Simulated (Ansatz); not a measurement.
The system is Cr.

```xyz
2
Lattice="2.7140 0.0000 0.0000 -1.3570 2.3504 0.0000 0.0000 0.0000 4.4100" Properties=species:S:1:pos:R:3 pbc="T T T"
Cr    1.3570    0.7835    3.3075
Cr    0.0000    1.5669    1.1025
```

This isn't the form of Cr at room conditions, which is bcc.

Below is the output of Ansatz 0.2.0 for this cell. Logs are shortened: lines on timing, memory, paths and dates and some standing lists are left out, and cuts for length are marked.

```text
Warning: RAYON_NUM_THREADS=2 ignored (pool sized by the plan → 2); use --threads N
hamiltonian.pseudopotentials.datasets: crystal makes datasets for this crystal and solves the spheres of its atoms anew in each pass: cutoff 260.0 eV, the density's 1040.0 eV; for an error of 0.50 meV an atom under PBE, 1.0 meV for the cell; an energy difference from a run of another recipe may be off by several times the error for the cell, under r2SCAN by more, where some 0.1 meV an atom stays at smaller errors; Cr in spheres of 1.349 Å, 14 of its electrons in bands
Engine: ansatz 0.2.0, aarch64-unknown-linux-gnu
Pseudopotentials: kind: all_electron
Pseudopotential: Cr, paw, valence charge 14, recommended cutoff 260 eV (normal), crystal/all_electron/pbesol/scalar/gaussian/Cr, Koelling and Harmon's equation, gaussian nucleus
Functional definition: PBEsol
  exchange = pbesol_x
  correlation = pbesol_c
a search for the magnetic state begins, with frozen cores and fixed partial waves. It gives no result and prints no iterations
the search for the magnetic state of this step took 15 SCF iterations with frozen cores. It stayed in its first state, in which the spheres begin
Crystal: 2 atoms, lattice volume = 28.131 Å³
Basis set: ecut = 260 eV, 263 PW (Γ), exchange–correlation on 30×30×48 points (8 copies of the dense FFT grid, shifted against one another)
Bands: 21, of which v1, the nominal top of the filled ones, is band 14 counted from 1 (13 counted from 0)
Symmetry: 24 space group operations
Space group: P63/mmc (ITA 194), of the structure as read, at distance tolerance 3.0e-5 Å
Magnetic group: BNS 194.263 (UNI 1493), of the structure as read, at distance tolerance 3.0e-5 Å
k-points: 64 of 726
Non-local potential: Cr, projectors of the file, l = 0: 2, l = 1: 2, l = 2: 2
PAW form: soft (Blöchl's): semilocal exchange-correlation on the pseudo side does not see the compensation charge
PAW one-centre angular grid: Cr, 590 points (default); XC on its mesh's 1937 points in the sphere
Initial density: read from a saved state, or passed on in memory by an earlier SCF of this step, an earlier step, the calling program or the single point that the run made first
Starting moments: Σ|m| = 6 μB on 2 of 2 sites; this step starts from the density that it was given
Initial wavefunctions: pseudopotential atomic-orbital guess
[... 17 lines left out ...]
SCF converged after 8 iterations
Magnetization: 1.6488 μB (14.8244 up, 13.1756 down)
Absolute magnetization: 1.6495 μB (∫|ρ↑−ρ↓|)
Spin contamination: -0.2452 ħ² per cell (⟨S²⟩ above its minimum at these occupations)
Per-site moments (μB) at R_I (Å): [(0.7556749903644738, 1.1158327308725133), (0.7556749903644738, 1.1158327308725133)]
Free energy (F): -57132.949291 eV
Harris-Foulkes:  -57132.949291 eV  (|F-HF|=1.75e-8)
Internal energy: -57132.914677 eV  (E = F + TS)
E sigma→0 (E₀):  -57132.931984 eV
Entropy (-TS):   -0.034614 eV (-17.307 meV/atom)
Past the cutoff: the bands carry plane waves up to 1.75 times it, of which those up to 1.5 times it add -0.001136 eV an atom, each by itself; the spheres take 0.000225 eV an atom off the energy for waves past 1.75 times it
By the cutoff:   a pressure is off by up to 0.007 GPa (1.2 times the spheres' own share and the shells' term, over an atom's volume, and 0.004 GPa: a bound that held against runs at twice the plane waves)
Past the cutoffs: a stress includes 0.0004 GPa for waves and charges beyond them, in addition to the slope of what the spheres take
In the spheres:  the bands' charges fall short by 1.8e-7 e at most (sound up to 1e-3)
Fermi energy:    15.537286 eV
--- Per-component energies (eV) ---
  E_band       = -382.329948
  E_kinetic    = 199.221859
  E_local      = -1603.506221  (includes V_loc(G=0)·N_el)
  E_nonlocal   = -478.161710
  E_hartree    = 868.046244
  E_xc         = -76.940262
  E_vxc        = -100.447764  (∫ρ·V_xc dr)
  E_paw        = -58400.536202  (= ΣΔE_a)
  E_vpaw       = -5871.313774  (= ΣTr[D̂ρ^β])
  E_ewald      = -3376.821965
  E_smearing   = -0.034614  (= −TS)
  E_closure    = 5735.783580  (closes the sum)
  Σ components = -57132.949291   (vs F -57132.949291, Δ=0.00e0)
  The terms above E_closure are by the made datasets' own strengths, without shells solved beside the bands.
--- Forces (eV/Å), atoms counted from 1 ---
  atom   1  Cr     0.00000000     0.00000000     0.00000000
  atom   2  Cr    -0.00000000     0.00000000     0.00000000
  max |Σ_I F_I| component: 4.63e-18 eV/Å
--- Stress (GPa, compression-positive) ---
      -33.719268       0.000000       0.000000
        0.000000     -33.719268       0.000000
        0.000000       0.000000     -28.994774
  P = ⅓ Tr σ = -32.1444 GPa (-321.444 kbar)
--- Band table (eV; the first three rows and the last of 128) ---
  k-point 0 ↑: bands = ["-56.1143", "-56.0243", "-27.7037", "-27.3486", "-27.3486", "-27.2811", "-27.2811", "-27.2082", "8.3524", "11.9552", "14.8993", "14.8993", "14.9421", "15.2707", "15.2707", "15.7235", "15.7235", "15.9075", "16.9728"]
  k-point 1 ↑: bands = ["-56.1084", "-56.0304", "-27.6712", "-27.3441", "-27.3441", "-27.2856", "-27.2856", "-27.2422", "8.5967", "11.8431", "14.8351", "14.8351", "14.8515", "15.1866", "15.1866", "15.3377", "15.9025", "15.9025", "16.9577"]
  k-point 2 ↑: bands = ["-56.0920", "-56.0469", "-27.5821", "-27.3344", "-27.3318", "-27.3318", "-27.2980", "-27.2980", "9.2939", "11.3148", "14.5831", "14.6290", "14.7805", "14.7805", "15.0027", "15.0027", "16.2681", "16.2681", "16.8617"]
  k-point 63 ↓: bands = ["-55.2368", "-55.2368", "-26.9057", "-26.9057", "-26.7786", "-26.7786", "-26.5843", "-26.5843", "13.6318", "13.6318", "14.2968", "14.2968", "14.8166", "14.8166", "16.4309", "16.4309", "17.7736", "17.7736", "21.7540"]
```

Q: Write the input and the command behind it.

A: Band structure with PBEsol, collinear spin, ferromagnetic start. The files as run (others can give the same):

input.yaml
```yaml
crystal:
  lattice:
    - [2.714, 0.0, 0.0]
    - [-1.357, 2.3503929459, 0.0]
    - [0.0, 0.0, 4.41]
  atoms:
    - { symbol: Cr, position: [0.6666666667, 0.3333333333, 0.75], spin: 3.0 }
    - { symbol: Cr, position: [0.3333333333, 0.6666666667, 0.25], spin: 3.0 }
kpoints:
  mp_grid: { grid: [11, 11, 6] }
  band_path:
    path:
      - [0.0, 0.0, 0.0]
      - [0.5, 0.0, 0.0]
      - [0.3333333333, 0.3333333333, 0.0]
      - [0.0, 0.0, 0.0]
      - [0.0, 0.0, 0.5]
      - [0.5, 0.0, 0.5]
      - [0.3333333333, 0.3333333333, 0.5]
      - [0.0, 0.0, 0.5]
    npoints: 6
scf:
  occupations: { method: fermi_dirac, width: 0.05 }
hamiltonian:
  xc: pbesol
  pseudopotentials: { kind: all_electron, datasets: crystal }
magnetization:
  spin_polarized: true
output:
  forces: true
  stress: true
  eigenvalues: true
  elf: true
  volumetric_format: npy
```

Potentials or basis: all-electron PAW datasets made for the crystal.
The run is started by
```bash
$ ansatz run input.yaml --threads 2 --pin off --max-ram 6144MiB --backend cpu --events-out ev --progress --plain --runs-dir out
```

Caveat: a pressure of tens of GPa on the cell as given is suspect, and the run, the potentials or the cell itself is likely at fault.
